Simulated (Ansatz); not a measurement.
CuCl2:

```
Cu Cl
1.0
    -2.25486    2.25486    6.85990
     2.25486   -2.25486    6.85990
     2.25486    2.25486   -6.85990
Cu Cl
1 2
Cartesian
  0.0000 0.0000 0.0000
  2.2549 0.0000 0.0000
  0.0000 2.2549 0.0000
```

Measurements of this composition are mostly on another form, of space group No. 12.

Base run:

- Program: Ansatz 0.2.0
- Functional: LDA
- Potentials or basis: Ansatz PAW
- Cutoff: 420 eV (not typed: the program's choice for these potentials)
- k mesh: 8 × 8 × 8
- Occupations: fermi-dirac, width 0.05 eV
- Spin: no spin polarisation

Its results: band gap on the k mesh none (metal or under the smearing width); pressure -1.9 GPa.

Q: The run is repeated on the same cell with these changes: functional from LDA to r2SCAN; cutoff from 420 eV (not typed: the program's choice for these potentials) to 500 eV (not typed: the program's choice for these potentials). What comes out?

A: Band gap on the k mesh none (metal or under the smearing width); pressure -0.3 GPa.

Caveats: an odd number of electrons without spin polarisation forces a metal; a magnetic or distorted state may lie lower; the run has no spin polarisation, though such a crystal can be magnetic; semilocal functionals often make such compounds metallic where correlation or magnetic order opens a gap, which also shifts bond lengths; the PAW data sets come from PBE, with cores solved anew for the run's functional, which leaves a small shift of forces and pressure.
